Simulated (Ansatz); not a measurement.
**LDA, PBE, PBEsol and r²SCAN on P**

```yaml
crystal:
  lattice:
    - [4.27290, 0.00000, 0.00000]
    - [0.00000, 4.27290, 0.00000]
    - [0.00000, 0.00000, 4.37800]
  atoms:
    - { symbol: P, position: [0.00000, 0.00000, 0.00000] }
```

The cell comes from COD entry 1534547, which wasn't checked; take it as a given geometry.

One fixed cell is solved with several functionals by PAW with the default files in Ansatz 0.2.0, scalar-relativistically. A positive pressure means that the functional wants a larger cell.

The PAW files were made with PBE; their cores are remade for each functional.

Sampling and basis: a Γ-centred 10×10×9 k mesh, Fermi–Dirac smearing of 0.08 eV, cutoff 420 eV, no spin polarisation.

Cutoffs: PBE 420 eV, LDA 420 eV, PBEsol 420 eV, r²SCAN 500 eV.

(1) Order the settings by the pressure that they give at this fixed cell, lowest first.
A. PBE
B. LDA
C. PBEsol
D. r²SCAN

Answers

(1) B (-4.05 GPa), D (-3.91 GPa), C (-3.78 GPa), A (-3.52 GPa).
